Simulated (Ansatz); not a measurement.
# ZnS: from supercell energies to defect levels (H interstitial)

These are results of DFT PBE, scalar-relativistic, plane waves, PAW (Ansatz 0.2.0), not measurements. Run with 420 eV cutoff, 2×2×2 k-mesh, Gaussian smearing of 0.01 eV, collinear spin in charge 0 alone.

Host crystal, relaxed:

```xyz
8
Lattice="3.8462 0.0000 0.0000 -1.9231 3.3309 0.0000 0.0000 0.0000 12.5887" Properties=species:S:1:pos:R:3 pbc="T T T"
Zn    1.9231    1.1103    9.4420
Zn    0.0000    2.2206    3.1477
Zn    0.0000    0.0000    6.2954
Zn    0.0000    0.0000    0.0011
S     1.9231    1.1103   11.8033
S     0.0000    2.2206    5.5090
S     0.0000    0.0000    8.6517
S     0.0000    0.0000    2.3574
```

The H interstitial was set at (0.250, 0.625, 0.615) of the host cell, in a supercell of 32 sites (645 Å³), relaxed at fixed cell in each charge q. In charges +1, -1 some atom moved by up to 2.0 Å, so the relaxed defect can differ in kind from the start: near the site, 1 S at 2.25 Å, 2 S at 2.28 Å, 2 Zn at 2.55 Å, 1 Zn at 2.58 Å, 1 S at 2.66 Å became 1 S at 1.36 Å, 3 Zn at 2.53 Å, 3 S at 2.69 Å (charge +1); 1 Zn at 1.69 Å, 2 Zn at 2.10 Å (charge -1). The host's Kohn–Sham gap is 2.05 eV and its static dielectric constant 9.3 (mean). For each charge: the supercell's free energy over the neutral one with q electrons exchanged at the valence band top, F(q) − F(0) + qE_v; the image-charge term; and the term that aligns the potential far from the defect with the host's.

```json
{"q": "+1", "F(q) − F(0) + qE_v (eV)": "-2.469", "image charge (eV)": "0.227", "alignment (eV)": "0.107"}
{"q": "0", "F(q) − F(0) + qE_v (eV)": "0.000", "image charge (eV)": "0.000", "alignment (eV)": "0.000"}
{"q": "-1", "F(q) − F(0) + qE_v (eV)": "0.704", "image charge (eV)": "0.227", "alignment (eV)": "-0.078"}
```

Task: Add the terms and find the levels between neighbouring charges, ε(q/q′) = [A(q′) − A(q)]/(q − q′), with and without the two corrections.

Result: A(q): -2.134 eV for +1, 0.000 eV for 0, 0.853 eV for -1.
| level | corrected (eV over E_v) | uncorrected (eV) |
| --- | --- | --- |
| (+1/0) | 2.13 | 2.47 |
| (0/-1) | 0.85 | 0.70 |

As a check, a point charge in a simple cubic cell of this volume has q²αe²/(2εL) = 0.255 q² eV (e² = 14.40 eV Å, α = 2.837, L = 8.64 Å); the shape of the real cell and the anisotropy of ε can change it somewhat. The term grows as q², so it pushes donor levels down and acceptor levels up. The program doubts the alignment for q = +1, -1, so levels beside it are uncertain by about that term.

Task: Which of these charges is lowest with the Fermi level at the valence band top, at mid-gap and at the conduction band bottom?

Result: The line A(q) + qE_F that lies lowest gives the charge: +1 at E_F = 0.00 eV, +1 at E_F = 1.02 eV, -1 at E_F = 2.05 eV. The level (+1/0) lies above (0/-1), so charge 0 is never the lowest: a negative-U pattern, with a direct (+1/-1) level at 1.49 eV. (+1/0) falls outside this Kohn–Sham gap, so the change of charge isn't reached within it; the real gap is usually wider and may hold a localised level, while a level that comes from a carrier in the host's bands only marks the band edge and moves with it. Charges beyond those computed could lie lower near the band edges.

Task: The neutral defect forms at 2.56 eV with atoms taken from and returned to the elements. What are the formation energies at those three Fermi levels, and what share of sites would hold the defect at 1200 K with E_F at mid-gap, if the host still stood at that temperature?

Result: E_f = E_f(0) + A(q) + qE_F = 0.42, 1.45, 1.36 eV. In the dilute limit the share is exp(−E_f/k_BT) = exp(−1.449/0.1034) = 8.2×10⁻⁷, leaving out degeneracy and vibrational entropy. This is the H-rich limit; a poorer supply of H, or a competing compound of it, raises E_f. The small cell and the narrow Kohn–Sham gap leave errors of tenths of an eV or more, which change the share by orders of magnitude.

Hydrogen behaves as an amphoteric interstitial here, and the two charged geometries show why. As a proton it has no electrons of its own and attaches to a sulfur lone pair, with an S–H distance of 1.36 Å typical of a covalent bond. With two electrons it is a hydride, and its nearest listed neighbours are Zn cations, the closest at 1.69 Å. Each charged state thus gains bonding or electrostatic energy that the neutral atom, with its unpaired electron, largely lacks. This probably outweighs the repulsion of pairing two electrons on one centre and so drives the negative-U ordering.

The direct (+1/-1) level at 1.49 eV lies in the upper part of the computed gap. Among the states treated, hydrogen would therefore counteract acceptors when the Fermi level is low and donors when it is near the conduction band, rather than act as a simple shallow donor. A more stable neutral geometry, if one exists, would reduce the size of the negative U but leave this direct level unchanged.
